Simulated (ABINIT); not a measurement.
# ZnS (F-43m) in ABINIT: further runs

Aim: see how the results for ZnS move with the level of theory and the settings. Levels: SOGGA, revPBE+D3(BJ). Tasks: band structure, equation of state.

Program: ABINIT 10.8.3 (patched build). These are calculated values, not measurements. Logs are shortened: lines on timing, memory, paths and dates and some standing lists are left out, and cuts for length are marked. The log counts tension as positive stress, the text compression.

**The experiment to reproduce.**

From “Electronic, vibrational, and thermodynamic properties of ZnS (zincblende and rocksalt structure)”, 2009, arxiv:0911.5022, for a bulk crystal of ZnS: band gap 3.85 eV (direct) at 19 K; bulk modulus 76.9 GPa.

How close the calculation comes is told below.

### Step 1. The structure

The structure is cubic, space group F-43m (No. 216). Conventional cell: a = 5.404 Å, b = 5.404 Å, c = 5.404 Å, α = 90.00°, β = 90.00°, γ = 90.00°. Zn (site symmetry -43m) has 4 S at 2.34 Å as nearest neighbours. S (site symmetry -43m) is surrounded by 4 Zn at 2.34 Å.

### Step 2. Band structure, SOGGA

File run.abi:

```
# Datasets: ground state, then fixed potential
ndtset 2

# Pseudopotentials
pp_dirpath "./"
pseudos "Zn.GGA_PBE-JTH.xml, S.GGA_PBE-JTH.xml"

# Structure
acell 3.8212050455 3.8212050455 3.8212050455 Angstrom
rprim
     0.0000000000     0.7071067812     0.7071067812
     0.7071067812     0.0000000000     0.7071067812
     0.7071067812     0.7071067812     0.0000000000
ntypat 2
znucl 30 16
natom 2
typat 1 2
xcart
     4.0530000000     4.0530000000     4.0530000000
     0.0000000000     0.0000000000     0.0000000000 Angstrom

# Plane-wave basis
ecut 20.0
pawecutdg 40.0

# Exchange and correlation
ixc -150130

# Bands and occupations
occopt 3
tsmear 0.05 eV

# SCF cycle
nstep 100

# Output
iomode 3
prtwf 0
prteig 0
prtebands 0
enunit 1
prtden1 1

# Dataset 1
kptopt1 1
ngkpt1 9 9 9
nshiftk1 1
shiftk1 0.0 0.0 0.0
nband1 13
tolvrs1 1.0e-9

# Dataset 2: bands along G-X-W-K-G-L-U-W-L-K
iscf2 -2
getden2 1
nband2 17
nbdbuf2 2
tolwfr2 1.0e-12
kptopt2 -9
ndivsm2 8
prteig2 1
prtvol2 -3
kptbounds2
     0.0000000000     0.0000000000     0.0000000000
     0.5000000000     0.0000000000     0.5000000000
     0.5000000000     0.2500000000     0.7500000000
     0.3750000000     0.3750000000     0.7500000000
     0.0000000000     0.0000000000     0.0000000000
     0.5000000000     0.5000000000     0.5000000000
     0.6250000000     0.2500000000     0.6250000000
     0.5000000000     0.2500000000     0.7500000000
     0.5000000000     0.5000000000     0.5000000000
     0.3750000000     0.3750000000     0.7500000000
```

Potentials or basis: JTH PAW PBE v2.0.

The run is started by

```
> abinit run.abi > log 2>&1
```

run.abo:

```text
.Version 10.8.3 of ABINIT
 DATASET    1 : space group F-4 3 m (#216); Bravais cF (face-center cubic)
================================================================================
 Values of the parameters that define the memory need for DATASET  1.
     intxc =       0    ionmov =       0      iscf =      17    lmnmax =      18
     lnmax =       6     mgfft =      30  mpssoang =       3    mqgrid =    3001
     natom =       2  nloc_mem =       2    nspden =       1   nspinor =       1
    nsppol =       1      nsym =      24    n1xccc =       1    ntypat =       2
    occopt =       3   xclevel =       2
       mpw =        1153          nfft =       27000          nkpt =          35
 PAW method is used; the additional fine FFT grid is defined by:
   mgfftf=        45    nfftf =     91125
================================================================================
================================================================================

 DATASET    2 : space group F-4 3 m (#216); Bravais cF (face-center cubic)
================================================================================
 Values of the parameters that define the memory need for DATASET  2.
     intxc =       0    ionmov =       0      iscf =      -2    lmnmax =      18
     lnmax =       6     mgfft =      30  mpssoang =       3    mqgrid =    3001
     natom =       2  nloc_mem =       2    nspden =       1   nspinor =       1
    nsppol =       1      nsym =      24    n1xccc =       1    ntypat =       2
    occopt =       3   xclevel =       2
       mpw =        1159          nfft =       27000          nkpt =         139
 PAW method is used; the additional fine FFT grid is defined by:
   mgfftf=        45    nfftf =     91125
================================================================================
================================================================================

--------------------------------------------------------------------------------
------------- Echo of variables that govern the present computation ------------
--------------------------------------------------------------------------------
 -outvars: echo values of preprocessed input variables --------
            acell      7.2210310069E+00  7.2210310069E+00  7.2210310069E+00 Bohr
              amu      6.53900000E+01  3.20660000E+01
             ecut      2.00000000E+01 Hartree
           enunit           1
           getden1          0
           getden2          1
             iscf1         17
             iscf2         -2
              ixc     -150130
           jdtset        1    2
           kptopt1          1
           kptopt2         -9
         kptrlatt        9    0    0      0    9    0      0    0    9
          kptrlen1     6.49892791E+01
          kptrlen2     3.00000000E+01
            natom           2
[... 1276 lines left out ...]
pressure_GPa: null
xred      :
- [  7.5000E-01,   7.5000E-01,   7.5000E-01, Zn]
- [ -7.9673E-12,  -7.9674E-12,  -7.9674E-12,  S]
cartesian_forces: null
force_length_stats: {min: null, max: null, mean: null, }
...

 Integrated electronic density in atomic spheres:
 ------------------------------------------------
 Atom  Sphere_radius  Integrated_density
    1        2.30770         10.78871400
    2        1.90380          3.57763454

================================================================================

 ----iterations are completed or convergence reached----

 Mean square residual over all n,k,spin=   53.931E-14; max=  99.953E-14
 reduced coordinates (array xred) for    2 atoms
       0.749999999992      0.749999999992      0.749999999992
      -0.000000000008     -0.000000000008     -0.000000000008

 cartesian coordinates (angstrom) at end:
    1      4.05300000000000     4.05300000000000     4.05300000000000
    2     -0.00000000004306    -0.00000000004306    -0.00000000004306
 length scales=  7.221031006932  7.221031006932  7.221031006932 bohr
              =  3.821205045500  3.821205045500  3.821205045500 angstroms
 Eigenvalues (   eV  ) for nkpt= 139  k points:
 kpt#   1, nband= 17, wtk=  1.00000, kpt=  0.0000  0.0000  0.0000 (reduced coord)
  -7.90403   -1.05470   -1.05470   -1.05470   -0.54736   -0.54736    5.26855    5.26855
   5.26855    7.22588   11.51738   11.51738   11.51738   16.81125   16.81125   16.88090
  19.57476
 kpt#   2, nband= 17, wtk=  1.00000, kpt=  0.0217  0.0000  0.0217 (reduced coord)
  -7.89907   -1.05552   -1.05348   -1.05348   -0.54793   -0.54700    5.21437    5.25425
   5.25425    7.28491   11.48960   11.53811   11.53811   16.72714   16.81718   16.92615
  19.59344
 kpt#   3, nband= 17, wtk=  1.00000, kpt=  0.0435  0.0000  0.0435 (reduced coord)
  -7.88426   -1.05794   -1.04990   -1.04990   -0.54958   -0.54593    5.06838    5.21199
   5.21199    7.44501   11.40920   11.59936   11.59936   16.49678   16.83482   17.06019
  19.64864
 kpt#   4, nband= 17, wtk=  1.00000, kpt=  0.0652  0.0000  0.0652 (reduced coord)
  -7.85975   -1.06188   -1.04391   -1.04391   -0.55238   -0.54417    4.86284    5.14384
   5.14384    7.67256   11.28387   11.69960   11.69960   16.17023   16.86409   17.27471
  19.77623
 kpt#   5, nband= 17, wtk=  1.00000, kpt=  0.0870  0.0000  0.0870 (reduced coord)
[... 525 lines left out ...]
   3.63920    9.45756   11.53056   13.81876   14.17869   15.96492   17.29282   20.69672
  21.64426
 kpt# 137, nband= 17, wtk=  1.00000, kpt=  0.3929  0.3929  0.7143 (reduced coord)
  -6.68396   -0.97073   -0.78947   -0.63760   -0.51866   -0.21634    0.55782    2.11906
   3.55908    9.37049   11.44115   14.03600   14.45453   15.80702   17.29663   20.84400
  22.12129
 kpt# 138, nband= 17, wtk=  1.00000, kpt=  0.3839  0.3839  0.7321 (reduced coord)
  -6.66559   -0.97906   -0.77700   -0.64482   -0.51546   -0.20142    0.57822    2.07187
   3.48745    9.28822   11.29401   14.27349   14.69889   15.72110   17.35722   20.85865
  22.26980
 kpt# 139, nband= 17, wtk=  1.00000, kpt=  0.3750  0.3750  0.7500 (reduced coord)
  -6.65408   -0.98808   -0.76735   -0.65425   -0.51132   -0.19552    0.58694    2.08483
   3.42610    9.21601   11.11338   14.44969   14.89728   15.75756   17.48453   20.74393
  22.04314

== END DATASET(S) ==============================================================
================================================================================

 -outvars: echo values of variables after computation  --------
            acell      7.2210310069E+00  7.2210310069E+00  7.2210310069E+00 Bohr
           etotal1    -7.4582877463E+01
            fcart1    -9.8877208190E-30  3.2959069397E-30  3.2959069397E-30
                       9.8877208190E-30 -3.2959069397E-30 -3.2959069397E-30
            rprim      0.0000000000E+00  7.0710678120E-01  7.0710678120E-01
                       7.0710678120E-01  0.0000000000E+00  7.0710678120E-01
                       7.0710678120E-01  7.0710678120E-01  0.0000000000E+00
           strten1     1.1181724702E-04  1.1181724702E-04  1.1181724702E-04
                       0.0000000000E+00  0.0000000000E+00  0.0000000000E+00
           xangst      4.0530000000E+00  4.0530000000E+00  4.0530000000E+00
                      -4.3056003985E-11 -4.3055778998E-11 -4.3055778998E-11
             xred      7.4999999999E-01  7.4999999999E-01  7.4999999999E-01
                      -7.9673490028E-12 -7.9674322695E-12 -7.9674322695E-12
 Calculation completed.
```

It took 76 s on 1 thread of Intel Xeon 6975P-C (Granite Rapids), shared host; peak memory 0.13 GiB.

Results:

| Property | Result |
| --- | --- |
| Free energy | -2029.5035 eV |
| Band gap on the k mesh | 1.96 eV, direct |
| Valence electrons inside the program's atomic spheres | Zn 10.79; S 3.58 |

Levels at the corners of the path, in eV from the valence-band top:
| point | band 6 | band 7 | band 8 | band 9 | band 10 | band 11 | band 12 | band 13 |
| --- | --- | --- | --- | --- | --- | --- | --- | --- |
| Γ | -5.82 | 0.00 | 0.00 | 0.00 | 1.96 | 6.25 | 6.25 | 6.25 |
| X | -5.60 | -4.60 | -2.27 | -2.27 | 3.18 | 3.94 | 10.79 | 11.84 |
| W | -5.41 | -4.65 | -2.83 | -2.77 | 5.51 | 5.98 | 7.70 | 8.00 |
| K | -5.46 | -4.68 | -3.18 | -1.84 | 3.95 | 5.84 | 9.18 | 9.63 |
| Γ | -5.82 | 0.00 | 0.00 | 0.00 | 1.96 | 6.25 | 6.25 | 6.25 |
| L | -5.62 | -5.39 | -0.88 | -0.88 | 3.17 | 6.77 | 6.77 | 8.65 |
| U | -5.46 | -4.68 | -3.18 | -1.84 | 3.95 | 5.84 | 9.18 | 9.63 |
| W | -5.41 | -4.65 | -2.83 | -2.77 | 5.51 | 5.98 | 7.70 | 8.00 |
| L | -5.62 | -5.39 | -0.88 | -0.88 | 3.17 | 6.77 | 6.77 | 8.65 |
| K | -5.46 | -4.68 | -3.18 | -1.84 | 3.95 | 5.84 | 9.18 | 9.63 |

Caveat: the cutoff is too short for stress, so the log's stress isn't used; the PAW data sets were made with another functional, which shifts forces and pressure a little.

### Step 3. Equation of state, revPBE+D3(BJ)

File run.abi:

```
ndtset 7
getwfk -1
scalecart1 3*0.9795861087
scalecart2 3*0.9864848297
scalecart3 3*0.9932883884
scalecart4 3*1.0000000000
scalecart5 3*1.0066227096
scalecart6 3*1.0131594038
scalecart7 3*1.0196128224

pp_dirpath "./"
pseudos "Zn.GGA_PBE-JTH.xml, S.GGA_PBE-JTH.xml"

acell 7.2210310021 7.2210310021 7.2210310021
rprim
     0.0000000000     0.7071067812     0.7071067812
     0.7071067812     0.0000000000     0.7071067812
     0.7071067812     0.7071067812     0.0000000000
ntypat 2
znucl 30 16
natom 2
typat 1 2
xred
     0.7500000000     0.7500000000     0.7500000000
     0.0000000000     0.0000000000     0.0000000000

ecut 20.0
pawecutdg 40.0

kptopt 1
ngkpt 9 9 9
nshiftk 1
shiftk 0.0 0.0 0.0

ixc 14
vdw_xc 7

nband 13
occopt 3
tsmear 0.05 eV

nstep 100
tolvrs 1.0e-9

iomode 3
prtwf 1
prtden 0
prteig 0
prtebands 0
enunit 1
```

Potentials or basis: JTH PAW PBE v2.0.

The run is started by

```
> abinit run.abi > log 2>&1
```

run.abo:

```text
.Version 10.8.3 of ABINIT
 DATASET    1 : space group F-4 3 m (#216); Bravais cF (face-center cubic)
================================================================================
 Values of the parameters that define the memory need for DATASET  1.
     intxc =       0    ionmov =       0      iscf =      17    lmnmax =      18
     lnmax =       6     mgfft =      30  mpssoang =       3    mqgrid =    3001
     natom =       2  nloc_mem =       2    nspden =       1   nspinor =       1
    nsppol =       1      nsym =      24    n1xccc =       1    ntypat =       2
    occopt =       3   xclevel =       2
       mpw =        1083          nfft =       27000          nkpt =          35
 PAW method is used; the additional fine FFT grid is defined by:
   mgfftf=        45    nfftf =     91125
================================================================================
================================================================================
[... 71 lines left out ...]
 DATASET    7 : space group F-4 3 m (#216); Bravais cF (face-center cubic)
================================================================================
 Values of the parameters that define the memory need for DATASET  7.
     intxc =       0    ionmov =       0      iscf =      17    lmnmax =      18
     lnmax =       6     mgfft =      30  mpssoang =       3    mqgrid =    3001
     natom =       2  nloc_mem =       2    nspden =       1   nspinor =       1
    nsppol =       1      nsym =      24    n1xccc =       1    ntypat =       2
    occopt =       3   xclevel =       2
       mpw =        1222          nfft =       27000          nkpt =          35
 PAW method is used; the additional fine FFT grid is defined by:
[... 1548 lines left out ...]
            acell      7.2210310021E+00  7.2210310021E+00  7.2210310021E+00 Bohr
           etotal1    -7.4663600207E+01
           etotal2    -7.4663912949E+01
           etotal3    -7.4663913574E+01
           etotal4    -7.4663637826E+01
           etotal5    -7.4663110590E+01
           etotal6    -7.4662364654E+01
           etotal7    -7.4661420759E+01
            fcart1    -0.0000000000E+00 -0.0000000000E+00 -0.0000000000E+00
                      -0.0000000000E+00 -0.0000000000E+00 -0.0000000000E+00
            fcart2     1.3364247853E-29  9.6167096274E-47 -1.3364247853E-29
                      -1.3364247853E-29 -9.6167096274E-47  1.3364247853E-29
            fcart3     2.6545418071E-29  2.6545418071E-29 -7.9636254213E-29
                      -2.6545418071E-29 -2.6545418071E-29  7.9636254213E-29
            fcart4    -0.0000000000E+00 -0.0000000000E+00 -0.0000000000E+00
                      -0.0000000000E+00 -0.0000000000E+00 -0.0000000000E+00
            fcart5    -1.3096890863E-29 -1.0358774344E-46  1.3096890863E-29
                       1.3096890863E-29  1.0358774344E-46 -1.3096890863E-29
[... 38 lines left out ...]
                       0.0000000000E+00  0.0000000000E+00  0.0000000000E+00
           xangst1     3.9702624959E+00  3.9702624959E+00  3.9702624959E+00
                       0.0000000000E+00  0.0000000000E+00  0.0000000000E+00
           xangst2     3.9982230121E+00  3.9982230121E+00  3.9982230121E+00
                       0.0000000000E+00  0.0000000000E+00  0.0000000000E+00
           xangst3     4.0257978355E+00  4.0257978355E+00  4.0257978355E+00
                       0.0000000000E+00  0.0000000000E+00  0.0000000000E+00
           xangst4     4.0529999973E+00  4.0529999973E+00  4.0529999973E+00
                       0.0000000000E+00  0.0000000000E+00  0.0000000000E+00
           xangst5     4.0798418393E+00  4.0798418393E+00  4.0798418393E+00
                       0.0000000000E+00  0.0000000000E+00  0.0000000000E+00
           xangst6     4.1063350609E+00  4.1063350609E+00  4.1063350609E+00
                       0.0000000000E+00  0.0000000000E+00  0.0000000000E+00
           xangst7     4.1324907665E+00  4.1324907665E+00  4.1324907665E+00
                       0.0000000000E+00  0.0000000000E+00  0.0000000000E+00
             xred      7.5000000000E-01  7.5000000000E-01  7.5000000000E-01
                       0.0000000000E+00  0.0000000000E+00  0.0000000000E+00
 Calculation completed.
```

Wall time 3.1 min (1 thread of Intel Xeon 6975P-C (Granite Rapids), shared host); peak memory 0.14 GiB.

Results:

| Quantity | Value |
| --- | --- |
| Equilibrium volume | 19.13 Å³/atom |
| Bulk modulus | 79 GPa |
| Pressure derivative of the bulk modulus | 4.6 |

Energy against volume, from the lowest point:
| volume (Å³/atom) | energy (meV/atom) |
| --- | --- |
| 18.543 | 4.26 |
| 18.938 | 0.01 |
| 19.332 | 0.00 |
| 19.727 | 3.75 |
| 20.121 | 10.93 |
| 20.516 | 21.07 |
| 20.910 | 33.92 |

Caveat: the cutoff is too short for stress, so the log's stress isn't used; pressures at fixed basis lie under the slope of the energies; the PAW data sets were made with another functional, which shifts forces and pressure a little.

### Step 4. How close it comes

Step 2. Against the measured gap of ZnS, 3.85 eV (direct; 19 K; quoted in “Electronic, vibrational, and thermodynamic properties of ZnS (zincblende and rocksalt structure)”, 2009, arxiv:0911.5022), the calculated 1.96 eV is off by -1.89 eV. The value is that of SOGGA, without temperature or zero-point motion.

Step 3. Against the measured bulk modulus of ZnS, 76.9 GPa (quoted in “Electronic, vibrational, and thermodynamic properties of ZnS (zincblende and rocksalt structure)”, 2009, arxiv:0911.5022), the calculated 79 GPa is off by +2.6 %. The fit is for a static lattice scaled at fixed shape and fixed fractional positions.
